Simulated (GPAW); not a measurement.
# How the k mesh moves the magnetism of zigzag Re chain, bond 2.521 A

Aim: see how far moments and order energies of zigzag Re chain, bond 2.521 A move with the k mesh, and what each rung costs.

Calculated with GPAW 26.7.0; PBE; plane waves with GPAW's PAW setups, scalar-relativistic.

Most raw output is cut from this account.

## Step 1: The starting structure

The cell holds 2 atoms: 2 Re. Its edges and angles: a = 12.000 Å, b = 12.000 Å, c = 3.025 Å, α = 90.0°, β = 90.0°, γ = 90.0°. model lattice. Vacuum lies along a and b. The structure's axis is c.

## Step 2: Rung 1 (mesh 1×1×4), start ferro ++

The ladder starts at a coarse mesh; cost grows with the number of points.

order1.py

```python
import json
import numpy as np
from ase import Atoms
from ase.parallel import paropen, parprint
from gpaw import GPAW

atoms = Atoms(['Re', 'Re'],
    cell=[[12.0, 0.0, 0.0],
         [0.0, 12.0, 0.0],
         [0.0, 0.0, 3.0252]],
    scaled_positions=[[0.41596667, 0.5, 0.0],
         [0.58403333, 0.5, 0.5]],
    pbc=True,
    magmoms=[1.0, 1.0])
atoms.calc = GPAW(mode={'name': 'pw', 'ecut': 550},
    xc='PBE',
    kpts={'size': (1, 1, 4), 'gamma': True},
    occupations={'name': 'fermi-dirac', 'width': 0.1},
    convergence={'density': 1e-05, 'energy': 1e-05},
    maxiter=200,
    symmetry={'tolerance': 1e-4},
    txt='order1.txt')
e = atoms.get_potential_energy(force_consistent=True)
res = {'free_energy': e, 'energy_sigma0': atoms.get_potential_energy(), 'fermi_energy': atoms.calc.get_fermi_level()}
res['moments'] = atoms.get_magnetic_moments().tolist()
res['total'] = atoms.get_magnetic_moment()
parprint('site moments (muB):', np.round(res['moments'], 3))
parprint(f"total moment: {res['total']:.3f} muB")
parprint(f'free energy: {e:.6f} eV')
atoms.calc.write('order1.gpw')
with paropen('results.json', 'w') as f:
    json.dump(res, f)
```

The run is started by

```
> OMP_NUM_THREADS=1 python3 order1.py > order1.log
```

Wall time 56 s (1 MPI rank of Intel Xeon Platinum 8375C at 2.90GHz (Ice Lake), shared host); peak memory 0.39 GiB.

Read from the output:

| Property | Result |
| --- | --- |
| magnetization | 3.437 μB |
| final state | ferromagnetic |
| largest moment | 1.212 μB |

After 18 cycles the largest moment stands at 1.21 μB.

## Step 3: Rung 1 (mesh 1×1×4), start antiferro +-

The second start gives the energy difference between the two end states, the quantity that is followed up the ladder.

order2.py is the script of step 2 with these lines changed:

```diff
@@ -13,3 +13,3 @@
     pbc=True,
-    magmoms=[1.0, 1.0])
+    magmoms=[1.0, -1.0])
 atoms.calc = GPAW(mode={'name': 'pw', 'ecut': 550},
@@ -21,3 +21,3 @@
     symmetry={'tolerance': 1e-4},
-    txt='order1.txt')
+    txt='order2.txt')
 e = atoms.get_potential_energy(force_consistent=True)
@@ -29,3 +29,3 @@
 parprint(f'free energy: {e:.6f} eV')
-atoms.calc.write('order1.gpw')
+atoms.calc.write('order2.gpw')
 with paropen('results.json', 'w') as f:
```

The run is started by

```
> OMP_NUM_THREADS=1 python3 order2.py > order2.log
```

Elapsed: 3 min, on 1 MPI rank; peak memory 0.4 GiB.

This step gave:

| Item | Value |
| --- | --- |
| magnetization | 0 μB |
| final state | antiferromagnetic |
| largest moment | 1.367 μB |

This start lies +90.9 meV a seeded atom from the first; its largest moment is 1.37 μB.

## Step 4: Rung 2 (mesh 1×1×4), start ferro ++

order1.py is that of step 2.

The run is started by

```
> OMP_NUM_THREADS=1 python3 order1.py > order1.log
```

The job ended after 62 s (1 MPI rank; peak memory 0.4 GiB).

Numbers from this step:

```yaml
magnetization: 3.437 μB
final_state: ferromagnetic
largest_moment: 1.212 μB
```

The largest moment is that of rung 1, at 1.1 times its CPU time.

## Step 5: Rung 2 (mesh 1×1×4), start antiferro +-

order2.py is that of step 3.

The run is started by

```
> OMP_NUM_THREADS=1 python3 order2.py > order2.log
```

It took 2.5 min on 1 MPI rank; peak memory 0.4 GiB.

This step gave:

| Property | Result |
| --- | --- |
| magnetization | 0 μB |
| final state | antiferromagnetic |
| largest moment | 1.367 μB |

This start lies +90.9 meV a seeded atom from the first, a change of -0.0 meV since rung 1; its largest moment is 1.37 μB.

## Step 6: Rung 3 (mesh 1×1×6), start ferro ++

order1.py is the script of step 4 with these lines changed:

```diff
@@ -16,3 +16,3 @@
     xc='PBE',
-    kpts={'size': (1, 1, 4), 'gamma': True},
+    kpts={'size': (1, 1, 6), 'gamma': True},
     occupations={'name': 'fermi-dirac', 'width': 0.1},
```

The run is started by

```
> OMP_NUM_THREADS=1 python3 order1.py > order1.log
```

Wall time 65 s (1 MPI rank); peak memory 0.4 GiB.

This step gave:

```yaml
magnetization: 2.852 μB
final_state: ferromagnetic
largest_moment: 1.038 μB
```

The largest moment moves by -0.17 μB from rung 2, at 1.1 times its CPU time.

## Step 7: Rung 3 (mesh 1×1×6), start antiferro +-

order2.py is the script of step 5 with these lines changed:

```diff
@@ -16,3 +16,3 @@
     xc='PBE',
-    kpts={'size': (1, 1, 4), 'gamma': True},
+    kpts={'size': (1, 1, 6), 'gamma': True},
     occupations={'name': 'fermi-dirac', 'width': 0.1},
```

The run is started by

```
> OMP_NUM_THREADS=1 python3 order2.py > order2.log
```

Run time: 67 s. Hardware: 1 MPI rank; peak memory 0.4 GiB.

Numbers from this step:

```
magnetization  : 0 μB
final state    : antiferromagnetic
largest moment : 1.519 μB
```

This start lies +38.1 meV a seeded atom from the first, a change of -52.8 meV since rung 2; its largest moment is 1.52 μB.

## Step 8: Rung 4 (mesh 1×1×8), start ferro ++

order1.py is the script of step 6 with these lines changed:

```diff
@@ -16,3 +16,3 @@
     xc='PBE',
-    kpts={'size': (1, 1, 6), 'gamma': True},
+    kpts={'size': (1, 1, 8), 'gamma': True},
     occupations={'name': 'fermi-dirac', 'width': 0.1},
```

The run is started by

```
> OMP_NUM_THREADS=1 python3 order1.py > order1.log
```

Wall time 79 s (1 MPI rank); peak memory 0.42 GiB.

Numbers from this step:

| Item | Value |
| --- | --- |
| magnetization | 2.842 μB |
| final state | ferromagnetic |
| largest moment | 1.014 μB |

The largest moment moves by -0.02 μB from rung 3, at 1.2 times its CPU time.

## Step 9: Rung 4 (mesh 1×1×8), start antiferro +-

order2.py is the script of step 7 with these lines changed:

```diff
@@ -16,3 +16,3 @@
     xc='PBE',
-    kpts={'size': (1, 1, 6), 'gamma': True},
+    kpts={'size': (1, 1, 8), 'gamma': True},
     occupations={'name': 'fermi-dirac', 'width': 0.1},
```

The run is started by

```
> OMP_NUM_THREADS=1 python3 order2.py > order2.log
```

It took 87 s on 1 MPI rank; peak memory 0.41 GiB.

This step gave:

```
magnetization  : 0 μB
final state    : antiferromagnetic
largest moment : 1.529 μB
```

This start lies +17.4 meV a seeded atom from the first, a change of -20.7 meV since rung 3; its largest moment is 1.53 μB.

## Step 10: Rung 5 (mesh 1×1×12), start ferro ++

order1.py is the script of step 8 with these lines changed:

```diff
@@ -16,3 +16,3 @@
     xc='PBE',
-    kpts={'size': (1, 1, 8), 'gamma': True},
+    kpts={'size': (1, 1, 12), 'gamma': True},
     occupations={'name': 'fermi-dirac', 'width': 0.1},
```

The run is started by

```
> OMP_NUM_THREADS=1 python3 order1.py > order1.log
```

The job ended after 1.7 min (1 MPI rank; peak memory 0.44 GiB).

This step gave:

```yaml
magnetization: 3.373 μB
final_state: ferromagnetic
largest_moment: 1.186 μB
```

The largest moment moves by +0.17 μB from rung 4, at 1.3 times its CPU time.

## Step 11: Rung 5 (mesh 1×1×12), start antiferro +-

order2.py is the script of step 9 with these lines changed:

```diff
@@ -16,3 +16,3 @@
     xc='PBE',
-    kpts={'size': (1, 1, 8), 'gamma': True},
+    kpts={'size': (1, 1, 12), 'gamma': True},
     occupations={'name': 'fermi-dirac', 'width': 0.1},
```

The run is started by

```
> OMP_NUM_THREADS=1 python3 order2.py > order2.log
```

It took 1.7 min on 1 MPI rank; peak memory 0.43 GiB.

Numbers from this step:

```
magnetization  : 0 μB
final state    : antiferromagnetic
largest moment : 1.520 μB
```

This start lies +24.3 meV a seeded atom from the first, a change of +6.9 meV since rung 4; its largest moment is 1.52 μB.

## Step 12: Side by side

Ladder, by row:

```tsv
rung	mesh	state from the first start	state from the second start	second less first (meV a seeded atom)	moment, first (μB)	moment, second (μB)	CPU time (s)
1	1x1x4	ferromagnetic	antiferromagnetic	90.87	1.212	1.367	235.8
2	1x1x4	ferromagnetic	antiferromagnetic	90.87	1.212	1.367	212
3	1x1x6	ferromagnetic	antiferromagnetic	38.1	1.038	1.519	132.3
4	1x1x8	ferromagnetic	antiferromagnetic	17.4	1.014	1.529	166.1
5	1x1x12	ferromagnetic	antiferromagnetic	24.3	1.186	1.52	203.9
```

## Step 13: What came out

| Quantity | Value |
| --- | --- |
| range of the moment in the table, first start | 1.01 to 1.21 μB |
| range of CPU time | 2.2 min to 3.9 min |
| range of the energy difference | 17.4 to 90.9 meV a seeded atom |

In words: Only the last rung can serve as the reference, and the rung before it is still 6.9 meV away, so convergence is not shown. The first start ends lower on every rung of the table; whether functional and cell give the true order is another question. Rungs 1 and 2 have the same input, so their agreement tests nothing.

[Logs and program files are shortened in this print: banners, set-up blocks, solver, clock and traceback lines can be left out without a mark of their own.]

[Logs are printed without paths, hosts, clocks, repeated set-up lines and the standing remarks that a program may print on its own settings, such as how far it seeks lower states.]

[Hosts, paths, dates, database ids (printed as entryN), source tags and the programs' standing remarks are cut or masked in the printed files.]

[Where a cell is said to come from a database of computed structures, the database is the Materials Project.]
